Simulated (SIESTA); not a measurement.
Ta under changes of volume

One of the cells (18.010 Å³/atom); the others are scaled copies at fixed shape and fractional positions:

```
Ta
1.0
    -1.65128    1.65128    1.65128
     1.65128   -1.65128    1.65128
     1.65128    1.65128   -1.65128
Ta
1
Direct
  0.00000 0.00000 0.00000
```

* Program: SIESTA 5.4.2
* Functional: LDA
* Potentials or basis: PseudoDojo 0.4 standard (LDA files)
* Basis: DZP (energy shift 0.003 Ry; two zetas on semicore shells)
* Grid cutoff: 800 Ry
* Energy shift: 0.003 Ry
* k mesh: 11 × 11 × 11
* Occupations: fermi-dirac, width 0.05 eV
* Spin: no spin polarisation

```csv
volume (Å³/atom),energy over the lowest point (meV/atom),pressure (GPa)
16.930,2.76,3.8
17.290,0.00,-1.3
17.650,8.29,-5.9
18.010,26.56,-10.0
18.371,?,?
18.731,88.46,-16.9
19.091,130.12,-19.8
```

Question: What does the run at 18.371 Å³/atom give?

Answer: Energy over the lowest point 53.59 meV/atom; pressure -13.6 GPa.

Worked out: A Birch-Murnaghan fit of order 3 (a polynomial in V^(-2/3)) to the other rows has its minimum at 17.19 Å³/atom with B0 = V·E''(V) = 244 GPa and B' = 4.8. It gives 53.65 meV/atom at 18.371 Å³/atom, against the run's 53.59, and -dE/dV = -13.8 GPa, against -13.6.

Energies are extrapolated to zero smearing.

Caveats: short orbitals over semicore shells can move pressures by several GPa; the basis of atomic orbitals isn't converged, which shifts pressures, moduli and gaps.
